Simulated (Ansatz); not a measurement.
# ZnS: the cost of one run

Computed with Ansatz 0.2.0 (DFT PBE, scalar-relativistic, plane waves, PAW, unless a step's input says otherwise).

## (1) The system as given

Symmetry: P6_3mc, No. 186, hexagonal system. The conventional cell has a = 3.811 Å, b = 3.811 Å, c = 6.234 Å, α = 90.00°, β = 90.00°, γ = 120.00°. Around Zn (site symmetry 3m) lie 4 S at 2.31 to 2.40 Å. Around S (site symmetry 3m) lie 4 Zn at 2.31 to 2.40 Å.

Structure file:

```
CELL_PARAMETERS angstrom
3.81100 0.00000 0.00000
-1.90550 3.30042 0.00000
0.00000 0.00000 6.23400
ATOMIC_POSITIONS crystal
Zn 0.33333 0.66667 0.00000
Zn 0.66667 0.33333 0.50000
S 0.33333 0.66667 0.38500
S 0.66667 0.33333 0.88500
```

The structure comes from the Crystallography Open Database.

## (2) The base run

input.yaml reads:

```yaml
crystal:
  lattice:
    - [3.811, 0.0, 0.0]
    - [-1.9055, 3.3004228138, 0.0]
    - [0.0, 0.0, 6.234]
  atoms:
    - { symbol: Zn, position: [0.3333333333, 0.6666666667, 0.0] }
    - { symbol: Zn, position: [0.6666666667, 0.3333333333, 0.5] }
    - { symbol: S, position: [0.3333333333, 0.6666666667, 0.385] }
    - { symbol: S, position: [0.6666666667, 0.3333333333, 0.885] }
basis:
  ecutwfc: 500
  fft_grid_basis: typed
kpoints:
  mp_grid: { grid: [9, 9, 6] }
hamiltonian:
  xc: pbe
  pseudopotentials: { kind: paw }
scf:
  occupations: { method: gaussian, width: 0.05 }
output:
  forces: true
  stress: true
  eigenvalues: true
  bader: true
  write_density: true
  volumetric_format: npy
  elf: true
```

Run with:

```console
$ ansatz run input.yaml --threads 1 --pin off --max-ram 2560MiB --backend cpu --events-out ev --progress --plain --runs-dir out
```

Q: Estimate wall time and peak memory on 1 thread of Arm Neoverse N1, shared host.

About 80 s, with a peak of 0.37 GiB.
